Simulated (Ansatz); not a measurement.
CaF₂ (started from an entry of an open crystallographic database) was relaxed with 5 functionals in the PAW code Ansatz, cell and atoms free, the symmetry of the start kept (meshes: PBE 8×8×8, r2SCAN 8×8×8, PBEsol 8×8×8, LDA 8×8×8, HSE06 6×6×6). No spin polarisation and no zero-point or thermal motion.

The LDA result:
```cif
data_structure
_symmetry_space_group_name_H-M 'Fm-3m'
_symmetry_Int_Tables_number 225
_cell_length_a 5.3261
_cell_length_b 5.3261
_cell_length_c 5.3261
_cell_angle_alpha 90.000
_cell_angle_beta 90.000
_cell_angle_gamma 90.000
_cell_volume 151.09
loop_
_atom_site_label
_atom_site_type_symbol
_atom_site_symmetry_multiplicity
_atom_site_Wyckoff_symbol
_atom_site_fract_x
_atom_site_fract_y
_atom_site_fract_z
_atom_site_occupancy
Ca1 Ca 4 a 0.00000 0.00000 0.00000 1
F1 F 8 c 0.25000 0.75000 0.75000 1
```

Space group Fm-3m (No. 225), cubic; a = 5.326 Å in the conventional setting, 12.59 Å³ an atom. Ca is surrounded by 8 F at 2.31 Å; F is surrounded by 4 Ca at 2.31 Å.

(1) Order the functionals by the relaxed volume, smallest first.
A. r2SCAN
B. PBEsol
C. HSE06
D. PBE
E. LDA

(2) What lattice does PBE give?

(3) How does the cell change with r2SCAN?

(4) Held at the r2SCAN cell, what mean stress do LDA and PBE find, and does its sign point to their own minimum?

Results:

(1) E (12.59 Å³/atom), B (13.27 Å³/atom), A (13.41 Å³/atom), C (13.62 Å³/atom), D (13.94 Å³/atom).

(2) a = 5.510 Å; the volume differs by +10.7 % from LDA's. Ca has 8 F at 2.39 Å; F has 4 Ca at 2.39 Å.

(3) a = 5.439 Å; the volume differs by +6.5 % from LDA's. Around Ca lie 8 F at 2.36 Å; around F lie 4 Ca at 2.36 Å.

(4) Yes. LDA -5.54 GPa, and its relaxed volume is -6.1 % from r2SCAN's; PBE +3.33 GPa, and its relaxed volume is +4.0 % from r2SCAN's. Compression counts positive, so a positive stress asks for a larger cell.
